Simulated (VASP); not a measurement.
Write an ASE script for VASP 6.6.1 that does the following.

* Task: band structure
* Functional: PBE
* Dispersion: TS
* Potentials or basis: VASP PAW PBE potentials, release 64 (F, Li_sv)
* Cutoff: 520 eV
* k mesh: 11 × 11 × 11
* Occupations: gaussian, width 0.1 eV
* Spin: no spin polarisation
* Further INCAR settings: ALGO = Normal; EDIFF = 1.00e-06; NBANDS = 12; ISYM = 0

The system is LiF (Griceite).

```
F Li
1.0
     0.00000    1.98678    1.98678
     1.98678    0.00000    1.98678
     1.98678    1.98678    0.00000
F Li
1 1
Direct
  0.50000 0.50000 0.50000
  0.00000 0.00000 0.00000
```

The cell isn't the ideal one: volume scaled by 0.96.

These files were run (other wordings do the same):

run.py

```python
from ase.calculators.vasp import Vasp
from ase.dft.bandgap import bandgap
from ase.spacegroup import crystal

atoms = crystal(
    ['F', 'Li'],
    basis=[[0.5, 0.0, 0.0], [0.0, 0.0, 0.0]],
    spacegroup=225,
    setting=1,
    cellpar=[3.97356089, 3.97356089, 3.97356089, 90.0, 90.0, 90.0],
    primitive_cell=True,
)
calc = Vasp(
    directory='calc',
    xc='pbe',
    pp='PBE',
    setups='recommended',
    prec='Accurate',
    encut=520,
    ediff=1e-06,
    ismear=0,
    sigma=0.1,
    lreal=False,
    lasph=True,
    nelm=60,
    algo='Normal',
    isif=2,
    lwave=False,
    lcharg=True,
    ivdw=2,
    kpts=[11, 11, 11],
    gamma=True,
    nbands=12,
)
atoms.calc = calc

print('energy (eV):', atoms.get_potential_energy())
print('free energy (eV):', atoms.get_potential_energy(force_consistent=True))
efermi = calc.get_fermi_level()
print('Fermi level (eV):', efermi)
path = atoms.cell.bandpath(npoints=40, eps=1e-4)
print('path:', path.path)
calc.set(kpts=path.kpts, reciprocal=True, icharg=11, isym=0, lcharg=False)
calc.calculate(atoms)
print('gap on the path (eV):', bandgap(calc, efermi=efermi)[0])
print('direct gap on the path (eV):', bandgap(calc, efermi=efermi, direct=True)[0])
```

Potentials or basis: VASP PAW PBE potentials, release 64 (F, Li_sv).

Launch:

```console
$ python run.py
```

It gave:

* Band gap along the path: 9.46 eV, direct
* Dispersion energy per atom: -0.784 eV

Caveat: the log is that of the step along the path at fixed density, whose energy, stress, charges and moments have no meaning.

It took 10 s on 1 thread of Intel(R) Xeon(R) 6975P-C (Granite Rapids) (shared host), peak memory 0.13 GiB.
